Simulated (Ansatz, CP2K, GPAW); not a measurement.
## Na: programs and potentials compared

```xyz
1
Lattice="3.7083 0.0000 0.0000 -1.2361 3.4962 0.0000 -1.2361 -1.7481 3.0278" Properties=species:S:1:pos:R:3 pbc="T T T"
Na    0.0000    0.0000    0.0000
```

Alike in all runs: task single point; functional LDA; k mesh 9 × 9 × 9; occupations gaussian, width 0.05 eV; no spin polarisation; no spin-orbit coupling. LDA stands for any of its common fits. Pressure is positive in compression and, in plane waves, holds the error of the finite cutoff, which Ansatz's Pulay term estimates and takes out.

```json
{"program and potentials": "Ansatz, Ansatz PAW", "plane-wave cutoff (eV)": "420", "notes": "potentials made for PBE, which Ansatz adapts in part; 9 valence electrons an atom on average", "pressure (GPa)": "-1.12"}
{"program and potentials": "CP2K, GTH_POTENTIALS Na GTH-PADE-q9; TZVP-MOLOPT-PBE-GTH basis", "plane-wave cutoff (eV)": "-", "notes": "atomic basis; 9 valence electrons an atom on average", "pressure (GPa)": "-1.07"}
{"program and potentials": "Ansatz, all-electron LAPW, scalar-relativistic", "plane-wave cutoff (eV)": "-", "notes": "-", "pressure (GPa)": "-1.12"}
{"program and potentials": "GPAW, the program's PAW data sets (release 1.2.1) made for this functional", "plane-wave cutoff (eV)": "800", "notes": "7 valence electrons an atom on average", "pressure (GPa)": "-1.12"}
```

The pressure spans -1.12 (Ansatz, Ansatz PAW) to -1.07 GPa (CP2K, GTH_POTENTIALS Na GTH-PADE-q9; TZVP-MOLOPT-PBE-GTH basis), with all-electron results at -1.12. Rows in atomic bases carry the error of their basis and grid, which can be large.

The functional is the same throughout but for its coding, so the spread measures potentials, basis and numerics; runs on potential files found faulty are left out.
